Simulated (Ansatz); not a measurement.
# ZrS2: single point with PBE

The system is ZrS2.

```
CELL_PARAMETERS angstrom
3.69138 0.00000 0.00000
-1.84569 3.19683 0.00000
0.00000 0.00000 6.04108
ATOMIC_POSITIONS crystal
Zr 0.00000 0.00000 0.00000
S 0.33333 0.66667 0.23791
S 0.66667 0.33333 0.76209
```

The cell is a database's computed one.

* Program: Ansatz 0.2.0
* Task: single point
* Functional: PBE
* Potentials or basis: Ansatz PAW
* Cutoff: 420 eV (not typed: the program's choice for these potentials)
* k mesh: 8 × 8 × 5
* Occupations: gaussian, width 0.03 eV
* Spin: no spin polarisation

- Pressure: 0.5 GPa
- Largest force: 0.044 eV/Å
- Band gap on the k mesh: 1.05 eV, indirect (least direct gap 1.64 eV)

Forces on the atoms (eV/Å):
```
Zr   0.000  0.000  0.000
S    0.000  0.000  0.044
S    0.000  0.000 -0.044
```

Stress tensor (GPa, compression positive):
```
0.13 0.00 0.00
0.00 0.13 0.00
0.00 0.00 1.19
```

Levels at points of the mesh, in eV from the valence-band top:
| k point | band 9 | band 10 | band 11 | band 12 | band 13 | band 14 | band 15 | band 16 |
| --- | --- | --- | --- | --- | --- | --- | --- | --- |
| (0.00, 0.00, 0.00) | -2.77 | -0.09 | -0.09 | -0.05 | 1.59 | 1.59 | 2.43 | 5.00 |
| (0.00, -0.50, 0.00) | -2.44 | -2.34 | -1.65 | -1.17 | 1.20 | 3.24 | 3.50 | 5.67 |

It took 4.2 s on 2 threads of Intel(R) Xeon(R) Processor @ 2.50GHz (Skylake/Cascade Lake), on a shared host, peak memory 0.38 GiB.

The gap isn't set beside the measured one, since this odd mesh misses points on the zone boundary.

Caveat: odd divisions of the mesh miss points on the zone boundary, where band edges often lie, so the gap on the mesh can be too wide; this functional lacks dispersion, which binds the layers, so the pressure and a relaxed spacing across them are unreliable.
